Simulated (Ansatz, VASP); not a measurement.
One calculation of ZnAu, two programs

File INCAR:

```
SYSTEM = ZnAu
  ALGO = Normal
  EDIFF = 1E-6
  ENCUT = 520
  GGA = PS
  ISIF = 2
  ISMEAR = 0
  LASPH = .True.
  LCHARG = .False.
  LREAL = .False.
  LWAVE = .False.
  NBANDS = 18
  NELM = 100
  PREC = Accurate
  SIGMA = 0.15
```

File KPOINTS:

```
k-points
0
Gamma
  16 16 16
  0 0 0
```

POSCAR

```
ZnAu
1.0
    3.3221846532      0.0000000000      0.0000000000
    0.0000000000      3.3221846532      0.0000000000
    0.0000000000      0.0000000000      2.8238569552
Zn Au
1 1
Direct
    0.5000000000      0.5000000000      0.5000000000
    0.0000000000      0.0000000000      0.0000000000
```

Input for Ansatz:

```yaml
crystal:
  lattice:
    - [3.3221846532, 0.0, 0.0]
    - [0.0, 3.3221846532, 0.0]
    - [0.0, 0.0, 2.8238569552]
  atoms:
    - { symbol: Zn, position: [0.5, 0.5, 0.5] }
    - { symbol: Au, position: [0.0, 0.0, 0.0] }
basis:
  ecutwfc: 420
kpoints:
  mp_grid: { grid: [16, 16, 16] }
hamiltonian:
  xc: pbesol
scf:
  occupations: { method: gaussian, width: 0.15 }
output:
  forces: true
  stress: true
  eigenvalues: true
```

Alike in both runs: task single point; functional PBEsol; k mesh 16 × 16 × 16; occupations gaussian, width 0.15 eV; no spin polarisation.

```csv
,VASP,Ansatz
version,VASP 6.6.1,Ansatz 0.2.0
potentials or method,"VASP PAW PBE potentials, release 64 (Zn, Au)","scalar-relativistic, plane waves, PAW"
plane-wave cutoff (eV),520,420
valence electrons in the cell,23,31
```

Ansatz gave:

- gap on the k mesh at the Fermi level (eV): none
- pressure (GPa): -1.3
- largest component of the traceless stress (GPa): 3.07

Q: Which values does VASP return?

A: gap on the k mesh at the Fermi level (eV): none; pressure (GPa): -1.2; largest component of the traceless stress (GPa): 3.02.

A gap of «none» marks a metal or a gap that the smearing closes. The two sets of potentials don't hold the same shells in valence.

Caveats: the PAW data sets were made with another functional, which shifts forces and pressure a little (VASP). Spin-orbit coupling is left out, which matters for the levels of Au.
